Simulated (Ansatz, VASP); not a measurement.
## One calculation of S, two programs

```
S
1.0
     0.00000    2.76286    2.76286
     2.76286    0.00000    2.76286
     2.76286    2.76286    0.00000
S
2
Direct
  0.87500 0.87500 0.87500
  0.12500 0.12500 0.12500
```

Change from the starting cell: volume scaled by 0.92, LAPW.

Alike in both runs: task single point; functional PBEsol; k mesh 13 × 13 × 13; occupations fermi-dirac, width 0.05 eV; no spin polarisation.

```csv
,VASP,Ansatz
version,VASP 6.6.1,Ansatz 0.2.0
potentials or method,"VASP PAW PBE potentials, release 64 (S), cutoff 520 eV","all-electron LAPW, scalar-relativistic"
```

```tsv
	VASP	Ansatz	Ansatz less VASP
pressure (GPa)	4.7	4.7	-0.07
```

Ansatz ran all-electron here, so the differences hold the error of VASP's frozen core and of both bases.

Caveats: the PAW data sets were made with another functional, which shifts forces and pressure a little (VASP).
